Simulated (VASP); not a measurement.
# A VASP 6.6.1 relaxation on KI

INCAR

```
LWAVE = .FALSE.
NELECT = 15.98
NBANDS = 15
EDIFF = 1E-7
SIGMA = 0.02
NELM = 91
IBRION = 2
LCHARG = .FALSE.
NSW = 40
GGA = CA
ENCUT = 600
ISIF = 3
ISMEAR = -1
EDIFFG = -5E-3
PREC = Accurate
LREAL = .FALSE.
LASPH = .TRUE.
```

KPOINTS

```
KPOINTS created by Atomic Simulation Environment
0
Gamma
3 3 3
0 0 0
```

POSCAR

```
K  I
 1.0000000000000000
     0.0000000000000000    3.5911514308236332    3.5911514308236332
     3.5911514308236332    0.0000000000000000    3.5911514308236332
     3.5911514308236332    3.5911514308236332    0.0000000000000000
 K   I
   1   1
Cartesian
  0.0000000000000000  0.0000000000000000  0.0000000000000000
  3.5911514308236332  3.5911514308236332  3.5911514308236332
```

The recommended LDA PAW datasets give the neutral cell 16 valence electrons.

Command

```
mpirun -np 1 vasp_std
```

Q: Predict the outcome of this run.

A: It converged. Results: relaxed cell vector lengths 4.814, 4.814, 4.814 Å; relaxed cell volume 78.89 Å³.

OSZICAR

```
N       E                     dE             d eps       ncg     rms          rms(c)
DAV:   1     0.956144297151E+02    0.95614E+02   -0.60521E+03   120   0.927E+02
DAV:   2    -0.400208694926E+00   -0.96015E+02   -0.88086E+02   155   0.240E+02
DAV:   3    -0.589804087102E+01   -0.54978E+01   -0.54740E+01   162   0.463E+01
DAV:   4    -0.616385723887E+01   -0.26582E+00   -0.26577E+00   211   0.948E+00
DAV:   5    -0.616469453467E+01   -0.83730E-03   -0.83726E-03   155   0.558E-01    0.289E+00
DAV:   6    -0.607861196351E+01    0.86083E-01   -0.79694E-02   155   0.176E+00    0.204E+00
DAV:   7    -0.606124797919E+01    0.17364E-01   -0.81916E-02   155   0.150E+00    0.778E-01
DAV:   8    -0.606197223525E+01   -0.72426E-03   -0.12251E-02   141   0.766E-01    0.222E-01
DAV:   9    -0.606181212370E+01    0.16011E-03   -0.39816E-04   148   0.119E-01    0.141E-01
DAV:  10    -0.606187503750E+01   -0.62914E-04   -0.64620E-04   141   0.112E-01    0.130E-01
...
DAV:   3    -0.615158489690E+01    0.16612E-05   -0.52598E-06   226   0.162E-02    0.623E-03
DAV:   4    -0.615158494923E+01   -0.52330E-07   -0.80033E-08   109   0.284E-03
  16 F= -.61515849E+01 E0= -.61509126E+01  d E =-.632761E-05
       N       E                     dE             d eps       ncg     rms          rms(c)
DAV:   1    -0.615161953288E+01   -0.34636E-04   -0.63659E-04   148   0.225E-01    0.355E-02
DAV:   2    -0.615159507512E+01    0.24458E-04   -0.52424E-05   135   0.602E-02    0.145E-02
DAV:   3    -0.615158842671E+01    0.66484E-05   -0.21082E-05   226   0.324E-02    0.125E-02
DAV:   4    -0.615158864322E+01   -0.21651E-06   -0.38475E-07   156   0.570E-03    0.441E-03
DAV:   5    -0.615158862784E+01    0.15377E-07   -0.83264E-07   180   0.455E-03
  17 F= -.61515886E+01 E0= -.61509163E+01  d E =-.100062E-04
```

```csv
ionic step,ΔE (meV/atom),volume (Å³),largest force (eV/Å),pressure (GPa),electronic steps
1,0.0,92.63,0.000,-1.78,13
2,-31.2,85.89,0.000,-1.14,9
3,-44.7,79.59,0.000,-0.15,8
4,-44.9,78.73,0.000,0.03,8
5,-44.9,78.99,0.000,-0.03,6
6,-44.9,78.99,0.000,-0.03,2
7,-44.9,78.98,0.000,-0.03,4
11,-44.9,78.98,0.000,-0.03,2
12,-44.9,78.98,0.000,-0.03,2
13,-44.9,78.98,0.000,-0.03,3
14,-44.9,78.97,0.000,-0.03,4
15,-44.9,78.96,0.000,-0.03,4
16,-44.9,78.94,0.000,-0.03,4
17,-44.9,78.89,0.000,-0.01,5
```

The cell is charged and sits in a uniform background. The volume moved far on the plane waves of the start cell, so a restart from CONTCAR is due.

For comparison, a separate LDA relaxation on usual settings, not on those above, ends at 79.50 Å³.
